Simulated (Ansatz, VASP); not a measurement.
## BiPd: VASP beside Ansatz

Wanted: the spread between two codes on one cell, functional and k mesh. The cell is taken from a series of runs on this material, whose earlier steps may have relaxed or scaled it; both programs get it as it stands.

Calculated with Ansatz 0.2.0; plane waves, with VASP 6.6.1 beside it; single point at PBEsol.

### 1. The structure

The structure is monoclinic, space group P2_1 (No. 4). The conventional cell has a = 5.734 Å, b = 10.852 Å, c = 5.750 Å, α = 90.00°, β = 101.10°, γ = 90.00°. Nearest to Bi lie 6 Pd at 2.90 to 3.12 Å. Bi has 7 Pd at 2.92 to 3.00 Å nearest. Bi has 6 Pd at 2.89 to 3.12 Å nearest. Bi has 7 Pd at 2.91 to 3.00 Å nearest. Nearest to Pd lie 6 Bi at 2.89 to 3.00 Å and 3 Pd at 2.89 to 3.08 Å. Nearest to Pd lie 3 Pd at 2.89 to 3.08 Å and 7 Bi at 2.92 to 3.12 Å. Farther neighbours are not listed.

### 2. Ansatz: single point, PBEsol

Ansatz runs on its default PAW (the set named soft_2) files.

With cell and atoms fixed, the geometry can't cause a difference; cores, projectors, grids and the points listed under the comparison can.

Input file input.yaml:

```yaml
crystal:
  lattice:
    - [5.734309, 0.0, 0.0]
    - [0.0, 10.852241, 0.0]
    - [-1.107212, 0.0, 5.642547]
  atoms:
    - { symbol: Bi, position: [0.113138, 0.287202, 0.151408] }
    - { symbol: Bi, position: [0.886862, 0.787202, 0.848592] }
    - { symbol: Bi, position: [0.640548, 0.292496, 0.603173] }
    - { symbol: Bi, position: [0.359452, 0.792496, 0.396827] }
    - { symbol: Bi, position: [0.116697, 0.509037, 0.656428] }
    - { symbol: Bi, position: [0.883303, 0.009037, 0.343572] }
    - { symbol: Bi, position: [0.649304, 0.504929, 0.105348] }
    - { symbol: Bi, position: [0.350696, 0.004929, 0.894652] }
    - { symbol: Pd, position: [0.170454, 0.559269, 0.175961] }
    - { symbol: Pd, position: [0.829546, 0.059269, 0.824039] }
    - { symbol: Pd, position: [0.597656, 0.566519, 0.591362] }
    - { symbol: Pd, position: [0.402344, 0.066519, 0.408638] }
    - { symbol: Pd, position: [0.842657, 0.735346, 0.332225] }
    - { symbol: Pd, position: [0.157343, 0.235346, 0.667775] }
    - { symbol: Pd, position: [0.406266, 0.730304, 0.912169] }
    - { symbol: Pd, position: [0.593734, 0.230304, 0.087831] }
kpoints:
  mp_grid: { grid: [4, 2, 4] }
hamiltonian:
  xc: pbesol
scf:
  occupations: { method: gaussian, width: 0.1 }
output:
  forces: true
  stress: true
  eigenvalues: true
```

Started as:

```sh
$ ansatz run input.yaml --threads 4 --pin off --max-ram 16384MiB --backend cpu --events-out ev --progress --plain --runs-dir out
```

Numbers of over 12 decimals in the logs are rounded to 6 here.

Output:

```text
Engine: ansatz 0.2.0, x86_64-unknown-linux-gnu
Pseudopotentials: kind: paw
Pseudopotential: Bi, paw, valence charge 15, recommended cutoff 420 eV (normal), Bi.paw.azcp
Pseudopotential: Pd, paw, valence charge 18, recommended cutoff 420 eV (normal), Pd.paw.azcp
Functional definition: PBEsol
  exchange = pbesol_x
  correlation = pbesol_c
Crystal: 16 atoms, lattice volume = 351.136 Å³
Basis set: ecut = 420 eV, 6897 PW (Γ), exchange–correlation on 80×150×80 points (8 copies of the dense FFT grid, shifted against one another)
Bands: 159, of which v1, the nominal top of the filled ones, is band 132 counted from 1 (131 counted from 0)
Symmetry: 2 space group operations
Space group: P21 (ITA 4), of the structure as read, at distance tolerance 7.1e-5 Å
k-points: 20 of 32
Non-local potential: Bi, projectors of the file, l = 0: 2, l = 1: 2, l = 2: 2, l = 3: 2
Non-local potential: Pd, projectors of the file, l = 0: 2, l = 1: 2, l = 2: 2, l = 3: 1
PAW form: soft (Blöchl's): semilocal exchange-correlation on the pseudo side does not see the compensation charge
PAW frozen core: Bi, regenerated for the run's functional, and the local potential with it (the file was generated under x = pbe(κ = 0.804, μ = 0.219515), c = pbe(β = 0.066725))
PAW frozen core: Pd, regenerated for the run's functional, and the local potential with it (the file was generated under x = pbe(κ = 0.804, μ = 0.219515), c = pbe(β = 0.066725))
PAW one-centre angular grid: Bi, 590 points (default); XC on 64 Gauss nodes
PAW one-centre angular grid: Pd, 590 points (default); XC on 64 Gauss nodes
Initial density: superposition of atomic densities (neutral atoms: chi_scale 0, normalization atom), corrected by the library's trained network
Initial wavefunctions: pseudopotential atomic-orbital guess
Functional: x = pbesol(κ = 0.804, μ = 0.123457), c = pbesol(β = 0.046)
SCF iter   1: F=—  HF=-153194.192646 eV  |F-HF|=—  |Δ(HF+E_count)|=         —  Δρ=9.15e-3  dr2=3.92e-1  ethr=1.77e-3  ⟨swp⟩=5.2  Hψ=11296  notcnv=0  defer=107
preconditioner: auto → Kerker (q_TF=auto, 2.602 Å⁻¹)  [metal: Δε(μ)=0.012 eV  Ē_g=15.334 eV  σ=0.100 eV  W_gap=0.07  n_scr=112 (ndim 8)  ℏωp=28.0 eV  f_vac=0.000  D(μ)=10.09/eV (n_scr^D=62)]
SCF iter   2: F=—  HF=-153194.137958 eV  |F-HF|=—  |Δ(HF+E_count)|=   5.47e-2  Δρ=3.57e-3  dr2=7.29e-2  ethr=1.48e-4  ⟨swp⟩=1.1  Hψ=3662  notcnv=0  defer=146
SCF iter   3: F=—  HF=-153194.126812 eV  |F-HF|=—  |Δ(HF+E_count)|=   1.11e-2  Δρ=8.22e-4  dr2=4.67e-3  ethr=2.76e-5  ⟨swp⟩=2.0  Hψ=3704  notcnv=0  defer=146
SCF iter   4: F=—  HF=-153194.125933 eV  |F-HF|=—  |Δ(HF+E_count)|=   8.79e-4  Δρ=1.86e-4  dr2=3.37e-4  ethr=1.77e-6  ⟨swp⟩=2.0  Hψ=3852  notcnv=0  defer=146
SCF iter   5: F=—  HF=-153194.125886 eV  |F-HF|=—  |Δ(HF+E_count)|=   4.71e-5  Δρ=5.59e-5  dr2=2.02e-5  ethr=1.28e-7  ⟨swp⟩=2.0  Hψ=3930  notcnv=0  defer=146
SCF iter   6: F=—  HF=-153194.125362 eV  |F-HF|=—  |Δ(HF+E_count)|=   5.24e-4  Δρ=1.40e-5  dr2=9.88e-7  ethr=7.65e-9  ⟨swp⟩=2.0  Hψ=3994  notcnv=0  defer=146
SCF iter   7: F=-153194.125362 eV  HF=-153194.125362 eV  |F-HF|=4.71e-8  |Δ(HF+E_count)|=   9.22e-8  Δρ=4.13e-6  dr2=8.46e-8  ethr=3.79e-11  ⟨swp⟩=12.2  Hψ=17597  notcnv=0
SCF 1 converged in 7 iterations: F = -153194.125362 eV  dr2 = 8.46e-8
  greatest PAW one-centre occupation: 0.999 electrons in one spin orbital (limit 2), on the Pd atom at site 15 (counted from 0), in its partial waves of l = 0
SCF converged after 7 iterations
Free energy (F): -153194.125362 eV
Harris-Foulkes:  -153194.125362 eV  (|F-HF|=4.71e-8)
Internal energy: -153194.076859 eV  (E = F + TS)
E sigma→0 (E₀):  -153194.101110 eV
Entropy (-TS):   -0.048503 eV (-3.031 meV/atom)
Fermi energy:    15.035407 eV
--- Per-component energies (eV) ---
  E_band       = -2069.531095
  E_kinetic    = 6537.892291
  E_local      = -28962.645161  (includes V_loc(G=0)·N_el)
  E_nonlocal   = 6263.287877
  E_hartree    = 10944.416549
  E_xc         = -2542.015640
  E_vxc        = -2840.716242  (∫ρ·V_xc dr)
  E_paw        = -113568.701550  (= ΣΔE_a)
  E_vpaw       = -4956.179138  (= ΣTr[D̂ρ^β])
  E_aug_tail   = -0.002165  (compensation charges beyond the density's cutoff)
  E_ewald      = -31869.447270
  E_core_change = 3.138211  (= ΣΔE_core)
  E_smearing   = -0.048503  (= −TS)
  E_closure    = -0.000000  (closes the sum)
  Σ components = -153194.125362   (vs F -153194.125362, Δ=0.00e0)
--- Forces (eV/Å), atoms counted from 1 ---
  atom   1  Bi     0.06276658    -0.01149942     0.01839461
  atom   2  Bi    -0.06276658    -0.01149942    -0.01839461
  atom   3  Bi    -0.02775141    -0.07304690    -0.01490510
  atom   4  Bi     0.02775141    -0.07304690     0.01490510
  atom   5  Bi     0.04786876     0.00112450    -0.00175111
  atom   6  Bi    -0.04786876     0.00112450     0.00175111
  atom   7  Bi    -0.04992192     0.07025388    -0.01815078
  atom   8  Bi     0.04992192     0.07025388     0.01815078
  atom   9  Pd     0.03081633     0.12006454     0.03519881
  atom  10  Pd    -0.03081633     0.12006454    -0.03519881
  atom  11  Pd    -0.06252440     0.10582841    -0.05503051
  atom  12  Pd     0.06252440     0.10582841     0.05503051
  atom  13  Pd    -0.07064139    -0.10295244    -0.05295980
  atom  14  Pd     0.07064139    -0.10295244     0.05295980
  atom  15  Pd     0.04559529    -0.10977204     0.02987816
  atom  16  Pd    -0.04559529    -0.10977204    -0.02987816
  max |Σ_I F_I| component: 1.07e-6 eV/Å
--- Stress (GPa, compression-positive) ---
       -5.015325      -0.000000       0.149146
       -0.000000      -5.344996       0.000000
        0.149146       0.000000      -5.044821
  P = ⅓ Tr σ = -5.1350 GPa (-51.350 kbar)
--- Band table (eV; the first three rows and the last of 20) ---
  k-point 0: bands = [... 128 lower, 13.6175, 13.7399, 13.7982, 14.3309, 15.3418, 15.4720, 15.4879, 15.8173, ... 23 higher]
  k-point 1: bands = [... 128 lower, 13.9309, 14.0463, 14.1734, 14.1936, 15.0849, 15.3211, 15.6142, 15.7601, ... 23 higher]
  k-point 2: bands = [... 128 lower, 14.0152, 14.0302, 14.4714, 14.5192, 14.9533, 14.9603, 15.4089, 15.4557, ... 23 higher]
  k-point 19: bands = [... 128 lower, 15.8558, 15.8558, 15.9851, 15.9851, 16.1555, 16.1555, 16.2374, 16.2374, ... 23 higher]
```

The run ends at a pressure of -5.14 GPa, with forces up to 0.14 eV/Å.

(Part 1 of 2 ends here.)

[Lines on the potential files, build, host, timing and source positions are cut from VASP's logs without a mark.]

[Logs are printed without paths, hosts, clocks, repeated set-up lines and the standing remarks that a program may print on its own settings, such as how far it seeks lower states.]

[Hosts, paths, dates, database ids (printed as entryN), source tags and the programs' standing remarks are cut or masked in the printed files.]
